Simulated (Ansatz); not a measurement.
# MoS2 (R-3m) in Ansatz: reference runs

How does MoS2 come out in PBEsol? The cell is run as given and disturbed.

Everything below comes from runs of Ansatz 0.2.0. Logs are shortened: lines on timing, memory, paths and dates and some standing lists are left out, and cuts for length are marked.

**1. The structure**

Symmetry: R-3m, No. 166, trigonal system. The conventional cell has a = 3.171 Å, b = 3.171 Å, c = 18.345 Å, α = 90.00°, β = 90.00°, γ = 120.00°. Around Mo (site symmetry -3m) lie 6 S at 2.39 Å. S (site symmetry 3m) is surrounded by 3 Mo at 2.39 Å.

Measurements of this composition are mostly on another form, of space group No. 194.

**2. Single point, PBEsol**

File input.yaml:

```yaml
crystal:
  lattice:
    - [1.5855, 0.9153888518, 6.1149966667]
    - [-1.5855, 0.9153888518, 6.1149966667]
    - [0.0, -1.8307777036, 6.1149966667]
  atoms:
    - { symbol: Mo, position: [0.0, 0.0, 0.0] }
    - { symbol: S, position: [0.25, 0.25, 0.25] }
    - { symbol: S, position: [0.75, 0.75, 0.75] }
hamiltonian:
  xc: pbesol
  pseudopotentials: { kind: paw }
kpoints:
  mp_grid: { grid: [10, 10, 10] }
scf:
  occupations: { method: fermi_dirac, width: 0.05 }
output:
  forces: true
  stress: true
  eigenvalues: true
```

Potentials or basis: Ansatz PAW.

Started as:

```
ansatz run input.yaml --threads 2 --pin off --max-ram 5632MiB --backend cpu --events-out ev --progress --plain --runs-dir out
```

The program printed:

```text
Warning: RAYON_NUM_THREADS=2 ignored (pool sized by the plan → 2); use --threads N
basis.fft_grid_basis auto: the FFT boxes are laid along the combinations [[1, 0, -1], [0, 1, -1], [0, 0, 1]] of the cell's own vectors, 3.171, 3.171 and 6.383 Å long. The dense box has 24×24×45 points. Along the cell's own vectors, as sized, it would have 45×45×45, 3.52 times as many. Of the 12 symmetry operations that the crystal satisfies within crystal.symmetry.tolerance (time reversal apart; of a slab, those that keep its plane) the dense box along the cell's own vectors carries 12, and the one as laid loses 8 of those. basis.fft_grid_basis: typed keeps the cell's own vectors: state it where this run's energies or levels are differenced outside the engine with another run's, or held beside a run that keeps those vectors.
Engine: ansatz 0.2.0, x86_64-unknown-linux-gnu
Pseudopotentials: kind: paw
Pseudopotential: Mo, paw, valence charge 14, recommended cutoff 420 eV (normal), Mo.paw.azcp
Pseudopotential: S, paw, valence charge 6, recommended cutoff 420 eV (normal), S.paw.azcp
Functional definition: PBEsol
  exchange = pbesol_x
  correlation = pbesol_c
Crystal: 3 atoms, lattice volume = 53.250 Å³
Basis set: ecut = 420 eV, 1023 PW (Γ), FFT grids on a1−a3, a2−a3, a3, exchange–correlation on 48×48×90 points (8 copies of the dense FFT grid, shifted against one another)
Bands: 17, of which v1, the nominal top of the filled ones, is band 13 counted from 1 (12 counted from 0)
Symmetry: 12 space group operations
Space group: R-3m (ITA 166), of the structure as read, at distance tolerance 3.8e-5 Å
k-points: 116 of 1000
Non-local potential: Mo, projectors of the file, l = 0: 3, l = 1: 2, l = 2: 2, l = 3: 1
Non-local potential: S, projectors of the file, l = 0: 2, l = 1: 2, l = 2: 2
PAW form: soft (Blöchl's): semilocal exchange-correlation on the pseudo side does not see the compensation charge
PAW frozen core: Mo, regenerated for the run's functional, and the local potential with it (the file was generated under x = pbe(κ = 0.804, μ = 0.2195149727645171), c = pbe(β = 0.06672455060314922))
PAW frozen core: S, regenerated for the run's functional, and the local potential with it (the file was generated under x = pbe(κ = 0.804, μ = 0.2195149727645171), c = pbe(β = 0.06672455060314922))
PAW one-centre angular grid: Mo, 590 points (default); XC on 64 Gauss nodes
PAW one-centre angular grid: S, 110 points (default); XC on 64 Gauss nodes
Initial density: superposition of atomic densities (neutral atoms: chi_scale 0, normalization atom), corrected by the library's trained network
Initial wavefunctions: pseudopotential atomic-orbital guess
Functional: x = pbesol(κ = 0.804, μ = 0.12345679012345678), c = pbesol(β = 0.046)
SCF iter   1: F=—  HF=-6669.331193 eV  |F-HF|=—  |Δ(HF+E_count)|=         —  Δρ=6.68e-3  dr2=1.74e-2  ethr=1.77e-3  ⟨swp⟩=5.9  Hψ=10816  notcnv=0
preconditioner: auto → LDOS  [metal: Δε(μ)=0.040 eV  Ē_g=8.116 eV  σ=0.050 eV  W_gap=0.20  n_scr=16 (ndim 8)  ℏωp=21.6 eV  f_vac=0.014  D(μ)=0.65/eV (n_scr^D=2)  β→1.0]
SCF iter   2: F=—  HF=-6669.328822 eV  |F-HF|=—  |Δ(HF+E_count)|=   2.37e-3  Δρ=2.96e-3  dr2=7.59e-3  ethr=6.71e-5  ⟨swp⟩=2.0  Hψ=4564  notcnv=0
SCF iter   3: F=—  HF=-6669.326682 eV  |F-HF|=—  |Δ(HF+E_count)|=   2.14e-3  Δρ=6.01e-4  dr2=8.40e-4  ethr=2.92e-5  ⟨swp⟩=2.0  Hψ=2893  notcnv=0
SCF iter   4: F=—  HF=-6669.326547 eV  |F-HF|=—  |Δ(HF+E_count)|=   1.35e-4  Δρ=1.75e-4  dr2=1.55e-5  ethr=3.23e-6  ⟨swp⟩=2.0  Hψ=2654  notcnv=0
SCF iter   5: F=—  HF=-6669.326546 eV  |F-HF|=—  |Δ(HF+E_count)|=   7.08e-7  Δρ=5.21e-5  dr2=1.43e-6  ethr=5.96e-8  ⟨swp⟩=2.1  Hψ=2964  notcnv=0
SCF iter   6: F=-6669.326546 eV  HF=-6669.326546 eV  |F-HF|=1.99e-8  |Δ(HF+E_count)|=   1.61e-7  Δρ=1.14e-5  dr2=4.65e-8  ethr=3.85e-10  ⟨swp⟩=4.1  Hψ=9224  notcnv=0
SCF 1 converged in 6 iterations: F = -6669.326546 eV  dr2 = 4.65e-8
SCF converged after 6 iterations
Free energy (F): -6669.326546 eV
Harris-Foulkes:  -6669.326546 eV  (|F-HF|=1.99e-8)
Internal energy: -6669.320615 eV  (E = F + TS)
E sigma→0 (E₀):  -6669.323580 eV
Entropy (-TS):   -0.005931 eV (-1.977 meV/atom)
Fermi energy:    11.141279 eV
--- Per-component energies (eV) ---
  E_band       = -156.825780
  E_kinetic    = 657.340939
  E_local      = -1979.728074  (includes V_loc(G=0)·N_el)
  E_nonlocal   = 201.821070
  E_hartree    = 761.666172
  E_xc         = -375.756225
  E_vxc        = -404.685699  (∫ρ·V_xc dr)
  E_paw        = -4312.057282  (= ΣΔE_a)
  E_vpaw       = -154.913731  (= ΣTr[D̂ρ^β])
  E_aug_tail   = 0.000035  (compensation charges beyond the density's cutoff)
  E_ewald      = -1622.940449
  E_core_change = 0.333198  (= ΣΔE_core)
  E_smearing   = -0.005931  (= −TS)
  E_closure    = 0.000000  (closes the sum)
  Σ components = -6669.326546   (vs F -6669.326546, Δ=0.00e0)
--- Forces (eV/Å), atoms counted from 1 ---
  atom   1  Mo    -0.00000000     0.00000000     0.00000000
  atom   2  S      0.00000000    -0.00000000    -0.75874851
  atom   3  S     -0.00000000     0.00000000     0.75874851
  max |Σ_I F_I| component: 1.11e-16 eV/Å
--- Stress (GPa, compression-positive) ---
        1.130625       0.000000       0.000000
        0.000000       1.130625       0.000000
        0.000000      -0.000000       6.306892
  P = ⅓ Tr σ = 2.8560 GPa (28.560 kbar)
--- Band table (eV; the first three rows and the last of 116) ---
  k-point 0: bands = ["-50.5767", "-24.6892", "-24.5907", "-24.5907", "-4.0769", "-2.4170", "4.0017", "6.8891", "6.8891", "9.3564", "9.8497", "10.0577", "10.0577", "10.8848", "10.8848", "14.5086", "14.5086"]
  k-point 1: bands = ["-50.5728", "-24.6814", "-24.6300", "-24.5996", "-3.9110", "-2.3906", "4.2132", "6.5230", "6.9788", "9.1420", "9.5067", "9.5519", "9.9672", "11.0991", "11.3935", "14.0379", "14.3975"]
  k-point 2: bands = ["-50.5627", "-24.7319", "-24.6606", "-24.6229", "-3.4521", "-2.3095", "4.7395", "5.9972", "7.1185", "7.5577", "9.0731", "9.4092", "9.7707", "11.4483", "11.8924", "13.8389", "14.2874"]
  k-point 115: bands = ["-50.5767", "-24.6893", "-24.5908", "-24.5908", "-3.8206", "-2.8369", "5.0038", "6.9059", "6.9059", "7.1912", "10.0682", "10.0682", "10.7825", "10.7825", "11.0706", "14.6247", "14.6247"]
```

Run time: 2.5 s. Hardware: 2 threads of AMD EPYC 7R13 (Zen 3), shared host; peak memory 0.44 GiB.

Results:

| Quantity | Value |
| --- | --- |
| Free energy | -6669.3265 eV |
| Pressure | 2.9 GPa |
| Largest force | 0.759 eV/Å |
| Band gap on the k mesh | none (metal or under the smearing width) |

Forces in eV/Å, atoms in the order of the input:
```
Mo   0.000  0.000  0.000
S    0.000  0.000 -0.759
S    0.000  0.000  0.759
```

Caveat: the cell's inner coordinates are idealised or old, which leaves forces on the atoms; the PAW data sets come from PBE, with cores solved anew for the run's functional, which leaves a small shift of forces and pressure.

**3. Single point, PBEsol (atoms moved at random, drawn with an rms of 0.05 Å)**

input.yaml, as its differences from that of step 2:

```diff
@@ -6,5 +6,5 @@
   atoms:
-    - { symbol: Mo, position: [0.0, 0.0, 0.0] }
-    - { symbol: S, position: [0.25, 0.25, 0.25] }
-    - { symbol: S, position: [0.75, 0.75, 0.75] }
+    - { symbol: Mo, position: [0.005262, -0.011528, 0.006537] }
+    - { symbol: S, position: [0.249096, 0.25717, 0.239938] }
+    - { symbol: S, position: [0.741757, 0.732644, 0.769804] }
 hamiltonian:
```

Potentials or basis: Ansatz PAW.

Started as:

```
ansatz run input.yaml --threads 2 --pin off --max-ram 5632MiB --backend cpu --events-out ev --progress --plain --runs-dir out
```

It took 15 s on 2 threads of AMD EPYC 7R13 (Zen 3), shared host; peak memory 0.76 GiB.

Results (log left out):

```
Free energy            : -6669.2836 eV
Pressure               : 3.8 GPa
Largest force          : 1.354 eV/Å
Band gap on the k mesh : none (metal or under the smearing width)
```

Forces on the atoms (eV/Å):
```
Mo  -0.212 -0.052 -0.774
S    0.226 -0.367 -0.513
S   -0.014  0.419  1.287
```

Stress tensor (GPa, compression positive):
```
 3.56 -0.40 -1.09
-0.40  0.29  3.52
-1.09  3.52  7.46
```

Levels at points of the mesh, in eV from the Fermi level:
```csv
k point,band 10,band 11,band 12,band 13,band 14,band 15,band 16,band 17
"(0.00, 0.00, 0.00)",-1.84,-1.26,-1.17,-1.03,-0.25,-0.25,3.28,3.49
"(0.00, 0.00, -0.50)",-4.51,-2.76,-1.95,-1.59,1.01,1.93,3.44,4.05
"(0.00, -0.50, 0.00)",-4.35,-2.98,-2.00,-1.63,0.99,1.91,3.37,4.18
"(0.00, -0.50, -0.50)",-4.32,-2.90,-2.30,-1.84,0.99,1.70,3.81,4.48
"(-0.50, 0.00, 0.00)",-4.39,-2.91,-1.99,-1.63,0.99,1.91,3.38,4.12
"(-0.50, 0.00, -0.50)",-4.28,-2.95,-2.32,-1.84,0.99,1.71,3.80,4.61
"(-0.50, -0.50, 0.00)",-4.45,-2.89,-2.18,-1.81,1.01,1.70,3.89,4.48
"(-0.50, -0.50, -0.50)",-3.92,-1.18,-1.04,-0.37,-0.33,-0.03,3.36,3.64
```

Caveat: the cell's inner coordinates are idealised or old, which leaves forces on the atoms; the PAW data sets come from PBE, with cores solved anew for the run's functional, which leaves a small shift of forces and pressure.
